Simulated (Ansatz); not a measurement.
**Band table of Os (fcc type)**

```
CELL_PARAMETERS angstrom
0.00000 1.90131 1.90131
1.90131 0.00000 1.90131
1.90131 1.90131 0.00000
ATOMIC_POSITIONS crystal
Os 0.00000 0.00000 0.00000
```

The cell comes from a relaxation on PAW files under the same functional, begun from a prototype that needn't be the stable phase.

Level of theory: DFT with LDA, scalar-relativistic, in Ansatz 0.2.0; a Γ-centred 19×19×19 k mesh, Fermi–Dirac smearing of 0.08 eV, no spin polarisation. LAPW: all electrons, basis error target 1 meV/atom.

Spin–orbit coupling is left out, which matters for the heavy atoms.

Path points, in fractions of the reciprocal vectors: Γ (0.000, 0.000, 0.000), X (0.500, 0.000, 0.500), U (0.625, 0.250, 0.625), K (0.375, 0.375, 0.750), L (0.500, 0.500, 0.500), W (0.500, 0.250, 0.750). The distance column jumps between branches of the path. Levels in eV from the Fermi level; bands 17 to 22, counted from the lowest band of the run. The gap is zero, the pressure -0.03 GPa.

```
# k(1/Å) point b17 b18 b19 b20 b21 b22
0.000 Γ -11.00 -3.13 -3.13 -3.13 0.03 0.03
0.236 - -10.67 -3.41 -2.93 -2.93 -0.30 0.14
0.472 - -9.74 -4.12 -2.36 -2.36 -1.16 0.44
0.708 - -8.46 -5.01 -2.07 -1.42 -1.42 0.89
0.944 - -7.44 -5.85 -2.18 -0.18 -0.18 1.43
1.180 - -7.35 -6.53 -0.80 1.26 1.26 1.96
1.416 - -7.67 -6.96 1.28 2.36 2.61 2.61
1.652 X -7.82 -7.10 2.42 2.50 3.25 3.25
1.736 - -7.79 -7.07 1.91 2.43 3.22 3.79
1.819 - -7.69 -6.98 1.17 2.23 3.15 4.63
1.903 - -7.55 -6.82 0.44 1.92 3.03 5.53
1.986 - -7.37 -6.58 -0.26 1.54 2.87 6.46
2.070 - -7.17 -6.28 -0.91 1.13 2.67 7.41
2.153 - -6.95 -5.94 -1.52 0.71 2.43 7.85
2.237 U -6.72 -5.57 -2.07 0.29 2.16 7.22
3.248 K -6.72 -5.57 -2.07 0.29 2.16 7.22
3.499 - -5.98 -4.69 -3.41 -0.77 1.20 5.93
3.749 - -5.71 -4.27 -4.24 -1.41 0.13 5.05
3.999 - -6.70 -4.55 -3.49 -1.59 -0.92 3.36
4.250 - -8.19 -4.39 -2.77 -1.83 -1.33 1.47
4.500 - -9.62 -3.91 -2.59 -2.54 -0.78 0.31
4.751 - -10.63 -3.37 -2.98 -2.93 -0.21 0.04
5.001 Γ -11.00 -3.13 -3.13 -3.13 0.03 0.03
5.205 - -10.75 -3.28 -3.02 -3.02 -0.05 -0.05
5.410 - -10.06 -3.61 -2.76 -2.76 -0.19 -0.19
5.614 - -9.12 -3.84 -2.60 -2.60 -0.06 -0.06
5.819 - -8.29 -3.53 -2.73 -2.73 0.55 0.55
6.023 - -7.93 -3.00 -3.00 -2.41 1.44 1.44
6.227 - -7.89 -3.21 -3.21 -0.94 2.22 2.22
6.432 L -7.90 -3.29 -3.29 -0.18 2.53 2.53
6.599 - -7.74 -3.46 -3.15 -0.69 2.49 3.16
6.766 - -7.29 -3.92 -2.74 -1.61 2.37 4.43
6.933 - -6.63 -4.51 -2.50 -2.08 2.18 5.87
7.100 - -5.87 -5.09 -3.25 -1.31 2.06 7.34
7.266 - -5.56 -5.12 -3.82 -0.80 2.30 8.12
7.433 - -5.86 -4.53 -4.17 -0.79 2.92 8.63
7.600 W -5.96 -4.29 -4.29 -0.88 3.25 9.59
7.718 - -6.10 -5.01 -3.48 -0.67 3.25 9.53
7.836 - -6.44 -5.63 -2.59 -0.12 3.25 8.58
7.954 - -6.86 -6.15 -1.62 0.59 3.25 7.53
8.072 - -7.25 -6.56 -0.59 1.32 3.25 6.41
8.190 - -7.56 -6.86 0.49 1.94 3.25 5.25
8.308 - -7.75 -7.04 1.59 2.36 3.25 4.09
8.426 X -7.82 -7.10 2.42 2.50 3.25 3.25
```
